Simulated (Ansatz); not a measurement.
Results of LC-ωPBE in Ansatz (plane waves, PAW) for zinc-blende AlSb.

Run with plane-wave cutoff 460 eV, 8×8×8 k mesh, Fermi–Dirac smearing 0.01 eV, scalar-relativistic PAW data made under PBE.

A third-order Birch–Murnaghan fit to the energies gives V0 = 28.178 Å³/atom, B0 = 68.7 GPa, B′ = 4.0.

| V (Å³/atom) | P (GPa) |
|---|---|
| 26.766 | 3.91 |
| 27.471 | ? |
| 27.819 | ? |
| 28.175 | 0.01 |
| 28.879 | -1.61 |
| 29.323 | ? |

Problem. Estimate the withheld pressures from this fit; the answers are the runs' own values.

Solution. 
- 27.471, P (GPa): 1.84
- 27.819, P (GPa): 0.90
- 29.323, P (GPa): -2.52

The formula P = (3/2) B0 (x^(7/3) − x^(5/3)) [1 + (3/4)(B′ − 4)(x^(2/3) − 1)] with x = V0/V meets the computed pressures within 0.01 GPa when these rounded values are put in.

Measured, for comparison: bulk modulus 58.2 GPa (temperature not stated, no zero-point or thermal correction; as tabulated in Toher et al. (2017), arXiv:1611.05714); equilibrium volume per atom 28.77 Å³/atom (low temperature, thermal expansion removed or low-temperature value; zero-point expansion not removed; as tabulated in Zhang et al. (2018), doi:10.1088/1367-2630/aac7f0). Computed (rounded) less measured: bulk modulus +18 %, equilibrium volume per atom -2.1 %.

Spin–orbit coupling is not included.

The computed numbers hold no vibrational or temperature effects.

Computing time: about 29 core-minutes (a rough figure).

Ansatz is an electronic-structure program.
